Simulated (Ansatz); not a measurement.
GaSb: levels with and without spin–orbit coupling

```
Ga Sb
1.0
     0.00000    3.10806    3.10806
     3.10806    0.00000    3.10806
     3.10806    3.10806    0.00000
Ga Sb
1 1
Direct
  0.00000 0.00000 0.00000
  0.25000 0.25000 0.25000
```

Atom numbers follow the list: Ga1, Sb2.

The structure comes from a relaxation in the same program, started in the zincblende type, and has space group F-43m. Whether it is a known phase or the ground state wasn't checked.

Levels of theory: DFT, PBE, all-electron LAPW, scalar-relativistic (Ansatz 0.2.0); DFT, PBE, all-electron LAPW, Dirac equation with spin-orbit coupling (Ansatz 0.2.0).

Sampling and basis: a Γ-centred 9×9×9 k mesh, Fermi–Dirac smearing of 0.08 eV, basis error target 1 meV/atom, no spin polarisation.

Levels between -6 and 2 eV, each run counted from its own valence-band top where it has a gap, else its Fermi level. Scalar levels are listed once for both spins; with the coupling every spinor state is counted. Levels near the edges of the range can cross them.

(1) At Γ (0.000, 0.000, 0.000) the scalar-relativistic levels are -0.39, -0.09 (×3). What are they with spin–orbit coupling?

(2) At W (-0.500, -0.250, 0.250) the scalar-relativistic levels are -3.22, -3.01. What are they with spin–orbit coupling?

(3) At L (0.000, 0.000, 0.500) the scalar-relativistic levels are -1.17 (×2), 0.22. What are they with spin–orbit coupling?

## Answers

(1) -0.67 (×2), -0.48 (×2), 0.03 (×4).

(2) -3.52, -3.19, -3.09, -3.07.

(3) -1.48 (×2), -1.08 (×2), 0.13 (×2).
